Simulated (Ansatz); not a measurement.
## In, simple cubic: how the functional moves the structure

All rows: Ansatz, plane waves with scalar-relativistic PAW, 420 eV (500 eV for the SCAN forms), relaxed under each functional, no dispersion correction, no zero-point motion. B₀ comes from uniform scaling at fixed shape; a dash is a value not given.

```csv
functional,V (Å³/atom),cell,B₀ (GPa),magnetic state,ΔE to body-centred tetragonal (meV/atom)
PBE,29.53,a = 3.091 Å,31,spin not included,94
PBEsol,27.39,a = 3.014 Å,41,spin not included,99
LDA,26.24,a = 2.971 Å,47,spin not included,74
revPBE,30.55,a = 3.126 Å,27,spin not included,102
RPBE,31.03,a = 3.142 Å,26,spin not included,103
BLYP,33.19,a = 3.214 Å,19,spin not included,17
```

(1) What does r²SCAN give?

Results:

(1) V (Å³/atom): 28.20; cell: a = 3.044 Å; B₀ (GPa): 40; magnetic state: spin not included; ΔE to body-centred tetragonal (meV/atom): 45.
